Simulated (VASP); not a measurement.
Set up this calculation in VASP 6.6.1, as the native input.

* Task: relaxation of cell and atoms
* Functional: PBEsol
* Potentials or basis: VASP PAW PBE potentials, release 64 (Bi_d, Te)
* Cutoff: 600 eV
* k mesh: 7 × 7 × 7
* Occupations: gaussian, width 0.03 eV
* Spin: no spin polarisation
* Further INCAR settings: ALGO = Normal; EDIFF = 1e-06; IBRION = 2; EDIFFG = -0.01; NSW = 90; ISIF = 3

The structure of Bi2Te3 (Tellurobismuthite) lies in POSCAR:

```
Bi2Te3
1.0
    2.1930000000      1.2661291403     10.1656666667
   -2.1930000000      1.2661291403     10.1656666667
    0.0000000000     -2.5322582807     10.1656666667
Bi Te
2 3
Direct
    0.4000000000      0.4000000000      0.4000000000
    0.6000000000      0.6000000000      0.6000000000
    0.0000000000      0.0000000000      0.0000000000
    0.2095000000      0.2095000000      0.2095000000
    0.7905000000      0.7905000000      0.7905000000
```

These files were run (other wordings do the same):

INCAR

```
SYSTEM = Bi2Te3
PREC = Accurate ; ENCUT = 600
EDIFF = 1E-6 ; ISMEAR = 0
SIGMA = 0.03 ; LREAL = .FALSE.
LASPH = .TRUE. ; NELM = 80
ALGO = Normal ; ISIF = 3
LWAVE = .FALSE. ; LCHARG = .FALSE.
GGA = PS ; IBRION = 2
NSW = 90 ; EDIFFG = -0.01
KPAR = 2
```

KPOINTS

```
Automatic mesh
0
G
  7 7 7
  0 0 0
```

Potentials or basis: VASP PAW PBE potentials, release 64 (Bi_d, Te).

Run with:

```bash
$ cat potpaw_PBE.64/Bi_d/POTCAR potpaw_PBE.64/Te/POTCAR > POTCAR
$ mpirun -np 2 vasp_std > vasp.out
```

It gave:

The relaxed volume is 33.55 Å³/atom, the relaxed cell is a = 10.396 Å, b = 10.396 Å, c = 10.396 Å, α = 24.34°, β = 24.34°, γ = 24.34° and the space group after relaxing (to 0.05 Å) is R-3m (No. 166). The energy gained by relaxing is 0.8 meV/atom. The ionic steps are 5. The pressure after relaxing is 0.0 GPa. The band gap on the k mesh is 0.20 eV, direct.

Caveat: the PAW data sets were made with another functional, which shifts forces and pressure a little; spin-orbit coupling is left out, which as a rule narrows the gap of such compounds by several tenths of an eV; an odd mesh through Γ misses points on the zone boundary, where band edges often lie.

It took 30 min on 2 MPI ranks on Intel(R) Xeon(R) 6975P-C (Granite Rapids) (shared host), peak memory 1.2 GiB a rank.
